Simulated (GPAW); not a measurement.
# C in GPAW: notebook

The runs below take C through single point, with LDA, PBE, PBEsol, RPBE, r2SCAN.

Everything below comes from runs of GPAW 26.7.0. Logs are shortened: lines on timing, memory, paths and dates and some standing lists are left out, and cuts for length are marked. The log counts tension as positive stress, the text compression.

**1. The cell of the first run**

The cell holds a slab with vacuum, 4 atoms: a = 2.456 Å, b = 2.456 Å, c = 23.524 Å, α = 90.00°, β = 90.00°, γ = 120.00°.

The slab is cut from a database's or a generator's crystal, which needn't be the stable form of the element.

**2. Single point, LDA (the (0 0 1) slab of C, cut from the database cell, not relaxed)**

Input file run.py:

```python
import numpy as np
from ase.dft.bandgap import bandgap
from ase.io import read, write
from gpaw import GPAW, PW

atoms = read('C.xyz')
atoms.pbc = (True, True, False)

calc = GPAW(mode=PW(600),
            xc='LDA',
            kpts={'size': (12, 12, 1), 'gamma': True},
            occupations={'name': 'fermi-dirac', 'width': 0.05},
            nbands=18,
            convergence={'density': 1e-05, 'energy': 1e-05},
            maxiter=150,
            poissonsolver={'dipolelayer': 'xy'},
            txt='gpaw.txt')
atoms.calc = calc
energy = atoms.get_potential_energy()
forces = atoms.get_forces()
calc.write('gs.gpw')
write('result.traj', atoms)
print(f'Energy: {energy:.6f} eV')
print('Forces (eV/A):')
print(forces.round(4))
print('Fermi level:', round(calc.get_fermi_level(), 4), 'eV')
print(f'Gap: {bandgap(calc)[0]:.4f} eV, direct: {bandgap(calc, direct=True)[0]:.4f} eV')

v = calc.get_electrostatic_potential().mean(axis=(0, 1))
z = np.arange(len(v)) * atoms.cell[2, 2] / len(v)
ef = calc.get_fermi_level()
np.savetxt('planar.dat', np.c_[z, v], fmt='%.4f')
below, above = np.interp([1.5, atoms.cell[2, 2] - 1.5], z, v) - ef
print(f'Work functions: bottom {below:.4f} eV, top {above:.4f} eV')
print('Dipole moment:', *calc.get_dipole_moment().round(5), 'e A')
```

Input file C.xyz:

```xyz
4
Lattice="2.4561701622 -0.0000000000 0.0000000000 -1.2280850811 2.1271057565 0.0000000000 0.0000000000 0.0000000000 23.5238033600" Properties=species:S:1:pos:R:3 pbc="T T T"
C      0.0000000000      1.4180704901      7.5000000000
C      1.2280850811      0.7090352663      7.5000000000
C      0.0000000000      1.4180704901     16.0238033600
C      1.2280850811      0.7090352663     16.0238033600
```

Potentials or basis: the program's PAW data sets (release 1.2.1) made for this functional, pw.

Run with:

```sh
$ OMP_NUM_THREADS=1 python run.py
```

gpaw.txt:

```text
__  _  _
 | _ |_)|_||  |
 |__||  | ||/\| - 26.7.0

Input parameters:
  mode=PW(ecut=600.0),
  convergence={'density': 1e-05, 'energy': 1e-05},
  kpts=MonkhorstPack(size=(12, 12, 1), gamma=True),
  maxiter=150,
  nbands=18,
  occupations=Occupations(name='fermi-dirac', width=0.05),
  poissonsolver=PoissonSolver(dipolelayer='xy'),
  xc=XC(name='LDA')

Diagonalizing LCAO Hamiltonian
Converting LCAO to pw mode

        C C

        C C

Atoms  # Å, Bohr magnetons
|   | symbol |        x |        y |         z |    initial magnetic moments |
|---|--------|----------|----------|-----------|-----------------------------|
| 0 |      C | 0.000000 | 1.418070 |  7.500000 | ( 0.0000,  0.0000,  0.0000) |
| 1 |      C | 1.228085 | 0.709035 |  7.500000 | ( 0.0000,  0.0000,  0.0000) |
| 2 |      C | 0.000000 | 1.418070 | 16.023803 | ( 0.0000,  0.0000,  0.0000) |
| 3 |      C | 1.228085 | 0.709035 | 16.023803 | ( 0.0000,  0.0000,  0.0000) |

Unit cell  # Å
| periodic |         x |         y |         z |   lengths |     angles |
|----------|-----------|-----------|-----------|-----------|------------|
|      yes |  2.456170 | -0.000000 |  0.000000 |  2.456170 |  90.000000 |
|      yes | -1.228085 |  2.127106 |  0.000000 |  2.456170 |  90.000000 |
|       no |  0.000000 |  0.000000 | 23.523803 | 23.523803 | 120.000000 |

Number of symmetries: 24
Symmetry operations  # r_c * U_cc + t_c -> r_c
|    | kind |            matrix            |
|----|------|------------------------------|
|  0 |  σ   |  1, 1, 0,  0,-1, 0,  0, 0, 1 |
|  1 |  C2  |  1, 1, 0,  0,-1, 0,  0, 0,-1 |
|  2 |  C6  |  1, 1, 0, -1, 0, 0,  0, 0, 1 |
|  3 |  S6  |  1, 1, 0, -1, 0, 0,  0, 0,-1 |
|  4 |  E   |  1, 0, 0,  0, 1, 0,  0, 0, 1 |
|  5 |  σ   |  1, 0, 0,  0, 1, 0,  0, 0,-1 |
|  6 |  σ   |  1, 0, 0, -1,-1, 0,  0, 0, 1 |
|  7 |  C2  |  1, 0, 0, -1,-1, 0,  0, 0,-1 |
|  8 |  σ   |  0, 1, 0,  1, 0, 0,  0, 0, 1 |
|  9 |  C2  |  0, 1, 0,  1, 0, 0,  0, 0,-1 |
| 10 |  C3  |  0, 1, 0, -1,-1, 0,  0, 0, 1 |
| 11 |  S3  |  0, 1, 0, -1,-1, 0,  0, 0,-1 |
| 12 |  C6  |  0,-1, 0,  1, 1, 0,  0, 0, 1 |
| 13 |  S6  |  0,-1, 0,  1, 1, 0,  0, 0,-1 |
| 14 |  σ   |  0,-1, 0, -1, 0, 0,  0, 0, 1 |
| 15 |  C2  |  0,-1, 0, -1, 0, 0,  0, 0,-1 |
| 16 |  σ   | -1, 0, 0,  1, 1, 0,  0, 0, 1 |
| 17 |  C2  | -1, 0, 0,  1, 1, 0,  0, 0,-1 |
| 18 |  C2  | -1, 0, 0,  0,-1, 0,  0, 0, 1 |
| 19 |  i   | -1, 0, 0,  0,-1, 0,  0, 0,-1 |
| 20 |  C3  | -1,-1, 0,  1, 0, 0,  0, 0, 1 |
| 21 |  S3  | -1,-1, 0,  1, 0, 0,  0, 0,-1 |
| 22 |  σ   | -1,-1, 0,  0, 1, 0,  0, 0, 1 |
| 23 |  C2  | -1,-1, 0,  0, 1, 0,  0, 0,-1 |

BZ-sampling:
  Number of BZ points: 144
  Number of IBZ points: 19

  Monkhorst-Pack size: [12, 12, 1]
  Monkhorst-Pack shift: [0.041666666666666664, 0.041666666666666664, 0.0]

K-points  # in reciprocal-cell coordinates
|     |                                coordinates |     weight |
|-----|--------------------------------------------|------------|
|   0 | ( -0.00000000,  -0.00000000,   0.00000000) | 0.00694444 |
|   1 | (  0.08333333,  -0.00000000,   0.00000000) | 0.04166667 |
|   2 | (  0.16666667,  -0.08333333,   0.00000000) | 0.04166667 |
|   3 | (  0.16666667,  -0.00000000,   0.00000000) | 0.04166667 |
|   4 | (  0.25000000,  -0.08333333,   0.00000000) | 0.08333333 |
|   5 | (  0.25000000,  -0.00000000,   0.00000000) | 0.04166667 |
|   6 | (  0.33333333,  -0.16666667,   0.00000000) | 0.04166667 |
|   7 | (  0.33333333,  -0.08333333,   0.00000000) | 0.08333333 |
|   8 | (  0.33333333,  -0.00000000,   0.00000000) | 0.04166667 |
|   9 | (  0.33333333,   0.33333333,   0.00000000) | 0.01388889 |
| ... |                                            |            |
|  18 | (  0.50000000,   0.50000000,   0.00000000) | 0.02083333 |

Plane wave coefficients: 4161
Cutoff: 600.0 eV

Spin-components: 1 (collinear spins)
Bands:           18
Projectors:      20
Spin-degeneracy: 2
Datatype:        complex128

Parallelization:
  kpt:    1
  domain: 1
  band:   1

Density:
  Valence electrons: 16.0
  Components: 1
  Grid points: [ 14  14 135]
  Charge: 0.0  # |e|

Potential:
  Grid points: [ 14  14 135]

species:
  C:
    name:    Carbon
    Z:       6.0
    valence: 4
    core:    2
    charge:  0.0  # [|e|]
    compensation charges:
      type: gauss
      rc: 0.20  # [Å]
      lmax: 2
    cutoffs:
      filter: 1.14  # [Å]
      core: 1.14  # [Å]
    projectors
    | kind |    occ | energy [eV] | rcut [Å] |
    |------|--------|-------------|----------|
    |   2s |  2.000 |     -13.639 |    0.635 |
    |   2p |  2.000 |      -5.414 |    0.635 |
    |    s |        |      13.573 |    0.635 |
    |    p |        |      21.797 |    0.635 |
    |    d |        |       0.000 |    0.635 |

    Using partial waves for C as LCAO basis

Reference energy: -4075.210151  # eV

eigensolver:
  PPCG
  Converge bands: occupied
  niter=2

density mixing:
  MSR1-Mixer
  Pratt-step length: 0.05
  Maximum mixing coefficient: 0.75
  Old densities: 10
  SVD Regularization: 0.005
  Good broyden scale: 1.0
  Trust region scale: 1.0
  Backstep threshold: 4.0
  History deletion threshold: 6.0
  Fourier metric: weight=20.0, sigma=0.015

occupation numbers:
  Fermi-Dirac:
    width: 0.0500  # eV

<gpaw.new.pw.poisson.DipoleLayerPWPoissonSolver object>
xc functional:
  name: None

convergence criteria:
- Maximum integral of absolute [dens]ity change: 1e-05 electrons / valence electron
- Maximum [total energy] change in last 3 cyles: 1e-05 eV / valence electron
- Maximum integral of absolute [eigenst]ate change: 4e-08 eV^2 / valence electron
maximum number of iterations: 150

SCF iterations
|iter     | |      energy | eigst |  dens |
|---------|-|-------------|-------|-------|
|iter:   1| |  -42.765187 | +0.67 |       |
|iter:   2| |  -42.498514 | -0.86 | -0.74 |
|iter:   3| |  -40.379304 | -0.73 | -0.76 |
|iter:   4| |  -40.379001 | -2.26 | -1.57 |
|iter:   5| |  -40.382300 | -3.23 | -1.92 |
|iter:   6| |  -40.382314 | -4.49 | -3.10 |
|iter:   7| |  -40.382317c| -5.49 | -3.62 |
|iter:   8| |  -40.382316c| -6.56 | -3.99 |
|iter:   9| |  -40.382316c| -7.46c| -4.80 |
|iter:  10| |  -40.382316c| -8.18c| -5.56c|

Converged in 10 steps
Energy contributions relative to reference atoms: (reference = -4075.210151)

Energy contributions:
  Kinetic:          38.272426
  Coulomb:         -38.749035
  Zero:              0.069905
  External:          0.000000
  Xc:              -39.973688
  Entropy:          -0.003851
  Spinorbit:         0.000000
  ----------------------------
  Free energy:     -40.384242
  Extrapolated:    -40.382316

dipole moment: (0.000001, 0.000002, 0.000023)  # |e|*Ang

Fermi level: -1.508
Eigenvalues  # (at kpt = [-0.000, -0.000, 0.000])
| band index |      eig [eV] | occ [0-2] |
|------------|---------------|-----------|
|          0 |       -20.909 |     2.000 |
|          1 |       -20.909 |     2.000 |
|          2 |        -9.230 |     2.000 |
|          3 |        -9.229 |     2.000 |
|          4 |        -4.545 |     2.000 |
|          5 |        -4.545 |     2.000 |
|          6 |        -4.545 |     2.000 |
|          7 |        -4.545 |     2.000 |
|          8 |         1.732 |     0.000 |
|          9 |         2.017 |     0.000 |
|         10 |         2.657 |     0.000 |
|         11 |         3.373 |     0.000 |
|         12 |         3.548 |     0.000 |
|         13 |         4.946 |     0.000 |
|         14 |         5.857 |     0.000 |
|         15 |         6.831 |     0.000 |
|        ... |               |           |
|         17 |         6.831 |     0.000 |

Gap: 0.000 eV
Transition (v -> c):
  (s=0, k=9, n=7, [0.33, 0.33, 0.00]) -> (s=0, k=9, n=8, [0.33, 0.33, 0.00])
No difference between direct/indirect transitions
vacuum-level: 3.012  # V
Workfunctions: 4.520, 4.520 eV (top, bottom)

Forces  # eV/Ang
|       x |        y |        z |
|---------|----------|----------|
| 0.00000 |  0.00000 | -0.00014 |  # C    0
| 0.00000 | -0.00000 | -0.00014 |  # C    1
| 0.00000 |  0.00000 |  0.00014 |  # C    2
| 0.00000 | -0.00000 |  0.00014 |  # C    3

# Writing to gs.gpw (mode='')
```

Wall time 21 s (1 thread of Arm Neoverse V1, shared host); peak memory 0.18 GiB.

What came out:

```yaml
Free_energy: -40.3842 eV
Band_gap_on_the_k_mesh: none (metal or under the smearing width)
Dipole_across_the_slab: 0.00 e·Å
Work_function_of_the_upper_face: 4.52 eV
Work_function_of_the_lower_face: 4.52 eV
```

Levels at points of the mesh, in eV from the Fermi level:
| k point | band 6 | band 7 | band 8 | band 9 | band 10 | band 11 |
| --- | --- | --- | --- | --- | --- | --- |
| (0.00, 0.00, 0.00) | -3.04 | -3.04 | -3.04 | 3.24 | 3.52 | 4.16 |
| (0.50, 0.50, 0.00) | -6.45 | -2.38 | -2.38 | 1.63 | 1.63 | 7.56 |

Caveat: these data sets are soft for forces on short bonds.

**3. Single point, PBE (the (0 0 1) slab of C, cut from the database cell, not relaxed)**

run.py: that of step 2 with these lines changed.

```diff
@@ -9,3 +9,3 @@
 calc = GPAW(mode=PW(600),
-            xc='LDA',
+            xc='PBE',
             kpts={'size': (12, 12, 1), 'gamma': True},
```

C.xyz is that of step 2.

Potentials or basis: GPAW PAW data sets (gpaw-data 1.2.1), pw.

Run with:

```sh
$ OMP_NUM_THREADS=1 python run.py
```

gpaw.txt:

```text
__  _  _
 | _ |_)|_||  |
 |__||  | ||/\| - 26.7.0

Input parameters:
  mode=PW(ecut=600.0),
  convergence={'density': 1e-05, 'energy': 1e-05},
  kpts=MonkhorstPack(size=(12, 12, 1), gamma=True),
  maxiter=150,
  nbands=18,
  occupations=Occupations(name='fermi-dirac', width=0.05),
  poissonsolver=PoissonSolver(dipolelayer='xy'),
  xc=XC(name='PBE')

Diagonalizing LCAO Hamiltonian
Converting LCAO to pw mode

        C C

        C C

Atoms  # Å, Bohr magnetons
|   | symbol |        x |        y |         z |    initial magnetic moments |
|---|--------|----------|----------|-----------|-----------------------------|
| 0 |      C | 0.000000 | 1.418070 |  7.500000 | ( 0.0000,  0.0000,  0.0000) |
| 1 |      C | 1.228085 | 0.709035 |  7.500000 | ( 0.0000,  0.0000,  0.0000) |
| 2 |      C | 0.000000 | 1.418070 | 16.023803 | ( 0.0000,  0.0000,  0.0000) |
| 3 |      C | 1.228085 | 0.709035 | 16.023803 | ( 0.0000,  0.0000,  0.0000) |

Unit cell  # Å
| periodic |         x |         y |         z |   lengths |     angles |
|----------|-----------|-----------|-----------|-----------|------------|
|      yes |  2.456170 | -0.000000 |  0.000000 |  2.456170 |  90.000000 |
|      yes | -1.228085 |  2.127106 |  0.000000 |  2.456170 |  90.000000 |
|       no |  0.000000 |  0.000000 | 23.523803 | 23.523803 | 120.000000 |

Number of symmetries: 24
Symmetry operations  # r_c * U_cc + t_c -> r_c
|    | kind |            matrix            |
|----|------|------------------------------|
|  0 |  σ   |  1, 1, 0,  0,-1, 0,  0, 0, 1 |
|  1 |  C2  |  1, 1, 0,  0,-1, 0,  0, 0,-1 |
|  2 |  C6  |  1, 1, 0, -1, 0, 0,  0, 0, 1 |
|  3 |  S6  |  1, 1, 0, -1, 0, 0,  0, 0,-1 |
|  4 |  E   |  1, 0, 0,  0, 1, 0,  0, 0, 1 |
|  5 |  σ   |  1, 0, 0,  0, 1, 0,  0, 0,-1 |
|  6 |  σ   |  1, 0, 0, -1,-1, 0,  0, 0, 1 |
|  7 |  C2  |  1, 0, 0, -1,-1, 0,  0, 0,-1 |
|  8 |  σ   |  0, 1, 0,  1, 0, 0,  0, 0, 1 |
|  9 |  C2  |  0, 1, 0,  1, 0, 0,  0, 0,-1 |
| 10 |  C3  |  0, 1, 0, -1,-1, 0,  0, 0, 1 |
| 11 |  S3  |  0, 1, 0, -1,-1, 0,  0, 0,-1 |
| 12 |  C6  |  0,-1, 0,  1, 1, 0,  0, 0, 1 |
| 13 |  S6  |  0,-1, 0,  1, 1, 0,  0, 0,-1 |
| 14 |  σ   |  0,-1, 0, -1, 0, 0,  0, 0, 1 |
| 15 |  C2  |  0,-1, 0, -1, 0, 0,  0, 0,-1 |
| 16 |  σ   | -1, 0, 0,  1, 1, 0,  0, 0, 1 |
| 17 |  C2  | -1, 0, 0,  1, 1, 0,  0, 0,-1 |
| 18 |  C2  | -1, 0, 0,  0,-1, 0,  0, 0, 1 |
| 19 |  i   | -1, 0, 0,  0,-1, 0,  0, 0,-1 |
| 20 |  C3  | -1,-1, 0,  1, 0, 0,  0, 0, 1 |
| 21 |  S3  | -1,-1, 0,  1, 0, 0,  0, 0,-1 |
| 22 |  σ   | -1,-1, 0,  0, 1, 0,  0, 0, 1 |
| 23 |  C2  | -1,-1, 0,  0, 1, 0,  0, 0,-1 |

BZ-sampling:
  Number of BZ points: 144
  Number of IBZ points: 19

  Monkhorst-Pack size: [12, 12, 1]
  Monkhorst-Pack shift: [0.041666666666666664, 0.041666666666666664, 0.0]

K-points  # in reciprocal-cell coordinates
|     |                                coordinates |     weight |
|-----|--------------------------------------------|------------|
|   0 | ( -0.00000000,  -0.00000000,   0.00000000) | 0.00694444 |
|   1 | (  0.08333333,  -0.00000000,   0.00000000) | 0.04166667 |
|   2 | (  0.16666667,  -0.08333333,   0.00000000) | 0.04166667 |
|   3 | (  0.16666667,  -0.00000000,   0.00000000) | 0.04166667 |
|   4 | (  0.25000000,  -0.08333333,   0.00000000) | 0.08333333 |
|   5 | (  0.25000000,  -0.00000000,   0.00000000) | 0.04166667 |
|   6 | (  0.33333333,  -0.16666667,   0.00000000) | 0.04166667 |
|   7 | (  0.33333333,  -0.08333333,   0.00000000) | 0.08333333 |
|   8 | (  0.33333333,  -0.00000000,   0.00000000) | 0.04166667 |
|   9 | (  0.33333333,   0.33333333,   0.00000000) | 0.01388889 |
| ... |                                            |            |
|  18 | (  0.50000000,   0.50000000,   0.00000000) | 0.02083333 |

Plane wave coefficients: 4161
Cutoff: 600.0 eV

Spin-components: 1 (collinear spins)
Bands:           18
Projectors:      20
Spin-degeneracy: 2
Datatype:        complex128

Parallelization:
  kpt:    1
  domain: 1
  band:   1

Density:
  Valence electrons: 16.0
  Components: 1
  Grid points: [ 14  14 135]
  Charge: 0.0  # |e|

Potential:
  Grid points: [ 14  14 135]

species:
  C:
    name:    Carbon
    Z:       6.0
    valence: 4
    core:    2
    charge:  0.0  # [|e|]
    compensation charges:
      type: gauss
      rc: 0.20  # [Å]
      lmax: 2
    cutoffs:
      filter: 1.14  # [Å]
      core: 1.14  # [Å]
    projectors
    | kind |    occ | energy [eV] | rcut [Å] |
    |------|--------|-------------|----------|
    |   2s |  2.000 |     -13.751 |    0.635 |
    |   2p |  2.000 |      -5.284 |    0.635 |
    |    s |        |      13.461 |    0.635 |
    |    p |        |      21.927 |    0.635 |
    |    d |        |       0.000 |    0.635 |

    Using partial waves for C as LCAO basis

Reference energy: -4110.512462  # eV

eigensolver:
  PPCG
  Converge bands: occupied
  niter=2

density mixing:
  MSR1-Mixer
  Pratt-step length: 0.05
  Maximum mixing coefficient: 0.75
  Old densities: 10
  SVD Regularization: 0.005
  Good broyden scale: 1.0
  Trust region scale: 1.0
  Backstep threshold: 4.0
  History deletion threshold: 6.0
  Fourier metric: weight=20.0, sigma=0.015

occupation numbers:
  Fermi-Dirac:
    width: 0.0500  # eV

<gpaw.new.pw.poisson.DipoleLayerPWPoissonSolver object>
xc functional:
  name: PBE with 2 nearest neighbor stencil

convergence criteria:
[... 6 lines left out ...]
|iter     | |      energy | eigst |  dens |
|---------|-|-------------|-------|-------|
|iter:   1| |  -38.927435 | +0.67 |       |
|iter:   2| |  -38.703684 | -0.89 | -0.75 |
|iter:   3| |  -36.848680 | -0.78 | -0.77 |
|iter:   4| |  -36.861691 | -2.29 | -1.57 |
|iter:   5| |  -36.868519 | -3.21 | -1.91 |
|iter:   6| |  -36.868561 | -4.49 | -3.05 |
|iter:   7| |  -36.868569c| -5.52 | -3.53 |
|iter:   8| |  -36.868568c| -6.57 | -4.11 |
|iter:   9| |  -36.868568c| -7.51c| -4.64 |
|iter:  10| |  -36.868568c| -8.03c| -5.20c|

Converged in 10 steps
Energy contributions relative to reference atoms: (reference = -4110.512462)

Energy contributions:
  Kinetic:          37.127616
  Coulomb:         -37.799395
  Zero:              0.067207
  External:          0.000000
  Xc:              -36.262071
  Entropy:          -0.003851
  Spinorbit:         0.000000
  ----------------------------
  Free energy:     -36.870494
  Extrapolated:    -36.868568

dipole moment: (0.000001, 0.000002, 0.000021)  # |e|*Ang

Fermi level: -1.215
Eigenvalues  # (at kpt = [-0.000, -0.000, 0.000])
| band index |      eig [eV] | occ [0-2] |
|------------|---------------|-----------|
|          0 |       -20.838 |     2.000 |
|          1 |       -20.838 |     2.000 |
|          2 |        -8.917 |     2.000 |
|          3 |        -8.917 |     2.000 |
|          4 |        -4.263 |     2.000 |
|          5 |        -4.263 |     2.000 |
[... 8 lines left out ...]
|         14 |         5.955 |     0.000 |
|         15 |         7.174 |     0.000 |
|        ... |               |           |
|         17 |         7.174 |     0.000 |

Gap: 0.000 eV
Transition (v -> c):
  (s=0, k=9, n=7, [0.33, 0.33, 0.00]) -> (s=0, k=9, n=8, [0.33, 0.33, 0.00])
No difference between direct/indirect transitions
vacuum-level: 2.996  # V
Workfunctions: 4.211, 4.211 eV (top, bottom)

Forces  # eV/Ang
|        x |        y |        z |
|----------|----------|----------|
|  0.00000 |  0.00000 | -0.00017 |  # C    0
| -0.00000 |  0.00000 | -0.00017 |  # C    1
|  0.00000 |  0.00000 |  0.00017 |  # C    2
| -0.00000 | -0.00000 |  0.00017 |  # C    3

# Writing to gs.gpw (mode='')
```

stdout:

```text
Energy: -36.868568 eV
Forces (eV/A):
[[ 0.      0.     -0.0002]
 [-0.      0.     -0.0002]
 [ 0.      0.      0.0002]
 [-0.     -0.      0.0002]]
Fermi level: -1.2154 eV
Gap: 0.0000 eV, direct: 0.0000 eV
Work functions: bottom 4.2111 eV, top 4.2111 eV
Dipole moment: 0.0 0.0 2e-05 e A
```

Run time: 22 s. Hardware: 1 thread of Arm Neoverse V1, shared host; peak memory 0.19 GiB.

Results:

```yaml
Free_energy: -36.8705 eV
Band_gap_on_the_k_mesh: none (metal or under the smearing width)
Dipole_across_the_slab: 0.00 e·Å
Work_function_of_the_upper_face: 4.21 eV
Work_function_of_the_lower_face: 4.21 eV
```

Levels at points of the mesh, in eV from the Fermi level:
```csv
k point,band 6,band 7,band 8,band 9,band 10,band 11
"(0.00, 0.00, 0.00)",-3.05,-3.05,-3.05,3.07,3.39,3.85
"(0.50, 0.50, 0.00)",-6.46,-2.38,-2.38,1.68,1.68,7.48
```

Caveat: these data sets are soft for forces on short bonds.

(Continued in part 2 of 2.)
